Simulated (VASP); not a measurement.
# ZnSe (Stilleite) (F-43m) in VASP: further runs, part 3 of 4

VASP 6.6.1. The steps go on from the part before.

### Step 5. G0W0 quasiparticle levels, PBE

The input, POSCAR:

```
ZnSe
1.0
    0.0000000000      2.8338000000      2.8338000000
    2.8338000000      0.0000000000      2.8338000000
    2.8338000000      2.8338000000      0.0000000000
Se Zn
1 1
Direct
    0.7500000000      0.7500000000      0.7500000000
    0.0000000000      0.0000000000      0.0000000000
```

The input, INCAR.step1:

```
SYSTEM = ZnSe
ALGO = Normal
EDIFF = 1E-8
ENCUT = 450
GGA = PE
ISMEAR = 0
LASPH = .True.
LCHARG = .False.
LREAL = .False.
LWAVE = .True.
NELM = 60
PREC = Accurate
SIGMA = 0.01
```

The input, INCAR.step2:

```
SYSTEM = ZnSe
ALGO = Exact
EDIFF = 1E-8
ENCUT = 450
GGA = PE
ISMEAR = 0
ISTART = 1
LASPH = .True.
LCHARG = .False.
LOPTICS = .True.
LREAL = .False.
LWAVE = .True.
NBANDS = 282
NELM = 1
PREC = Accurate
SIGMA = 0.01
```

The input, INCAR.step3:

```
SYSTEM = ZnSe
ALGO = EVGW0
EDIFF = 1E-8
ENCUT = 450
ENCUTGW = 50
GGA = PE
ISMEAR = 0
ISTART = 1
LASPH = .True.
LCHARG = .False.
LREAL = .False.
LWAVE = .False.
NBANDS = 282
NBANDSGW = 17
NELMGW = 1
NOMEGA = 48
PREC = Accurate
PRECFOCK = Fast
SIGMA = 0.01
```

The input, KPOINTS:

```
k-points
0
Gamma
  3 3 3
  0 0 0
```

Potentials or basis: VASP PAW PBE potentials, release 64 (Se_GW, Zn_GW).

Launch:

```bash
$ cat potpaw_PBE.64/Se_GW/POTCAR potpaw_PBE.64/Zn_GW/POTCAR > POTCAR
$ cp INCAR.step1 INCAR
$ mpirun -np 1 vasp_std > vasp.out
$ cp INCAR.step2 INCAR
$ mpirun -np 1 vasp_std > vasp.out
$ cp INCAR.step3 INCAR
$ mpirun -np 1 vasp_std > vasp.out
```

OUTCAR:

```text
SYSTEM = ZnSe
   EDIFF = 1E-8
   ENCUT = 450
   ENCUTGW = 50
   GGA = PE
   ISMEAR = 0
   ISTART = 1
   LASPH = .True.
   LREAL = .False.
   NELMGW = 1
   PREC = Accurate
   PRECFOCK = Fast

 Found      4 irreducible k-points:

 Following reciprocal coordinates:
            Coordinates               Weight
  0.000000  0.000000  0.000000      1.000000
  0.333333  0.000000  0.000000      8.000000
  0.333333  0.333333  0.000000      6.000000
 -0.333333  0.333333  0.000000     12.000000
   k-points           NKPTS =      4   k-points in BZ     NKDIM =     27   number of bands    NBANDS=    282
   number of dos      NEDOS =    301   number of ions     NIONS =      2
   total plane-waves  NPLWV =  21952
   dimension x,y,z NGX =    28 NGY =   28 NGZ =   28
   dimension x,y,z NGXF=    56 NGYF=   56 NGZF=   56
   ions per type =               1   1
   NGX,Y,Z   is equivalent  to a cutoff of  11.62, 11.62, 11.62 a.u.
   NGXF,Y,Z  is equivalent  to a cutoff of  23.23, 23.23, 23.23 a.u.
 SYSTEM =  ZnSe
   PREC   = accura    normal or accurate (medium, high low for compatibility)
   ISTART =      1    job   : 0-new  1-cont  2-samecut
   ICHARG =      0    charge: 1-file 2-atom 10-const
   ISPIN  =      1    spin polarized calculation?
   LNONCOLLINEAR =      F non collinear calculations
   LSORBIT =      F    spin-orbit coupling
   LASPH  =      T    aspherical Exc in radial PAW
   ENCUT  =  450.0 eV  33.07 Ry    5.75 a.u.   6.93  6.93  6.93*2*pi/ulx,y,z
   NELM   =     60;   NELMIN=  2; NELMDL=  0     # of ELM steps
   EDIFF  = 0.1E-07   stopping-criterion for ELM
   LREAL  =      F    real-space projection
   EDIFFG = 0.1E-06   stopping-criterion for IOM
   NSW    =      0    number of steps for IOM
   IBRION =     -1    ionic relax: 0-MD 1-quasi-New 2-CG
   NFREE  =      0    steps in history (QN), initial steepest desc. (CG)
   ISIF   =      0    stress and relaxation
   ISYM   =      3    0-nonsym 1-usesym 2-fastsym
   POTIM  = 0.5000    time-step for ionic-motion
   TEBEG  =    0.0;   TEEND  =   0.0 temperature during run
   PSTRESS=    0.0 pullay stress
   NELECT =      18.0000    total number of electrons
   NUPDOWN=      -1.0000    fix difference up-down
   EMIN   =  10.00;   EMAX   =-10.00  energy-range for DOS
   EFERMI =   0.00;   METHOD = LEGACY
   ISMEAR =     0;   SIGMA  =   0.01  broadening in eV -4-tet -1-fermi 0-gaus
   EFERMI_NEDOS =   21; number of points for ismear=-14 and -15
   IALGO  =     38    algorithm
   IMIX   =      4    mixing-type and parameters
     AMIX     =   0.40;   BMIX     =  1.00
     AMIX_MAG =   1.60;   BMIX_MAG =  1.00
  volume/ion in A,a.u.               =      22.76       153.57
  Fermi-wavevector in a.u.,A,eV,Ry     =   1.201673  2.270834 19.647073  1.444019
  Thomas-Fermi vector in A             =   2.337476
   LORBIT       =      0    0 simple, 1 ext, 2 COOP (PROOUT), +10 PAW based schemes
   GGA     = PE    functional components
   LHFCALC =     T    Hartree Fock is set to
   PRECFOCK=fast      Normal, Fast or Accurate (Low or Medium for compatibility)
   ENCUT4O =  -1.0   cutoff for four orbital integrals eV
   NKREDX  =     1    reduce k-point grid by
   NKREDY  =     1    reduce k-point grid by
   NKREDZ  =     1    reduce k-point grid by
   AEXX    =    1.0000 exact exchange contribution
   HFSCREEN=    0.0000 screening length (either q_TF or 0.3 A-1)
   HFSCREENC=   0.0000 screening length for correlation (either q_TF or 0.3 A-1)
   ENCUTFOCK=  -1.0 apply spherical cutoff to Coloumb kernel
   IVDW    =     0    specifies the selected vdW correction
   LEPSILON=     F    determine dielectric tensor
   LRPA    =     F    only Hartree local field effects (RPA)
   LRPAFORCE           =     F    calculate RPA forces
   ENCUTGW             =  50.0    cutoff for response function in eV
   ENCUTGWSOFT         =  40.0    soft cutoff for Coulomb kernel in GW response function in eV
   ENCUTLF             =  -1.0    cutoff for local field effects
   NELMGW              =     1    number of iterations in solving QP/BSE equation
   NELMHF              =     1    number of iterations in the inner HF iteration
   NKREDLFX            =     1    NKREDLFY  =   1   NKREDLFZ  =   1
 non-spin polarized calculation
 Gauss-broadening in eV      SIGMA  =   0.01
  energy-cutoff  :      450.00
  volume of cell :       45.51
 maximum number of plane-waves:      1002
  NGX = 16; NGY = 16; NGZ = 16
   NGX = 13   NGY = 13   NGZ = 13
 maximum number of plane-waves:        39
 NGX is ok and might be reduce to    10

 QP shifts <psi_nk| G(iteration)W_0 |psi_nk>: iteration 1
 for sc-GW calculations column KS-energies equals QP-energies in previous step
 and V_xc(KS)=  KS-energies - (<T + V_ion + V_H > + <T+V_H+V_ion>^1  + <V_x>^1)

 k-point   1 :       0.0000    0.0000    0.0000
  band No.  KS-energies  QP-energies   sigma(KS)   V_xc(KS)     V^pw_x(r,r')   Z            occupation Imag(sigma)

      1     -10.5025     -10.7156     -12.6228     -12.3078     -19.8306       0.6766       2.0000       1.1715
      2      -3.8950      -6.3734     -23.3493     -19.7053     -30.8897       0.6801       2.0000       0.2176
      3      -3.8950      -6.3734     -23.3493     -19.7053     -30.8897       0.6801       2.0000       0.2176
      4      -3.8950      -6.3734     -23.3493     -19.7053     -30.8897       0.6801       2.0000       0.2176
      5      -3.5352      -6.1986     -24.3871     -20.4968     -32.0216       0.6846       2.0000       0.1930
      6      -3.5352      -6.1986     -24.3871     -20.4968     -32.0216       0.6846       2.0000       0.1930
[... 9 lines left out ...]
     16      14.1442      14.3697     -10.0184     -10.3197      -4.9907       0.7483       0.0000      -0.2464
     17      15.7309      15.4941      -7.8784      -7.5616      -2.2362       0.7475       0.0000      -0.5035
[... 46 lines left out ...]
      1      -9.4978      -9.6360     -13.3299     -13.1236     -20.3582       0.6699       2.0000       0.9897
      2      -3.7977      -6.2684     -23.1549     -19.5462     -30.5782       0.6847       2.0000       0.2156
      3      -3.7177      -6.2789     -23.8236     -20.0899     -31.4135       0.6860       2.0000       0.2121
      4      -3.5758      -6.2330     -24.2657     -20.3898     -31.9116       0.6856       2.0000       0.2018
      5      -3.5272      -6.2071     -24.3950     -20.5059     -32.0440       0.6891       2.0000       0.1956
      6      -3.2992      -5.8718     -23.9610     -20.2218     -31.4303       0.6880       2.0000       0.2105
[... 9 lines left out ...]
     16      18.2675      18.3921      -8.7961      -8.9631      -2.8492       0.7454       0.0000      -0.6352
     17      18.9634      18.9220      -8.5027      -8.4479      -2.5833       0.7552       0.0000      -0.6669
```

OUTCAR.step1:

```text
SYSTEM = ZnSe
   EDIFF = 1E-8
   ENCUT = 450
   GGA = PE
   ISMEAR = 0
   LASPH = .True.
   LREAL = .False.
[... 170 lines left out ...]
      4.25070      4.25070      4.25070        -0.000000     -0.000000     -0.000000
      0.00000      0.00000      0.00000         0.000000      0.000000      0.000000
 -----------------------------------------------------------------------------------
    total drift:                               -0.000001     -0.000001     -0.000001

  FREE ENERGIE OF THE ION-ELECTRON SYSTEM (eV)
  ---------------------------------------------------
  free  energy   TOTEN  =        -5.7435854919 eV

  energy  without entropy=       -5.7435854919  energy(sigma->0) =       -5.74358549
```

It took 32 s on 1 thread of Intel Xeon 6975P-C (Granite Rapids), shared host; peak memory 0.29 GiB.

The run converged, but some of its settings lie outside the range that counts as converged, so its numbers aren't taken as properties of the crystal.

Results:

```
Band gap on the k mesh, mean-field level : 1.24 eV, direct
Quasiparticle gap                        : 2.29 eV
Least direct quasiparticle gap           : 2.29 eV
```

Caveat: the k mesh is coarse (spacing up to 0.64 Å⁻¹), so the values aren't converged; bands, screening cutoff and mesh are small and nothing is extrapolated, so the quasiparticle values aren't converged.

(Continued in part 4 of 4.)
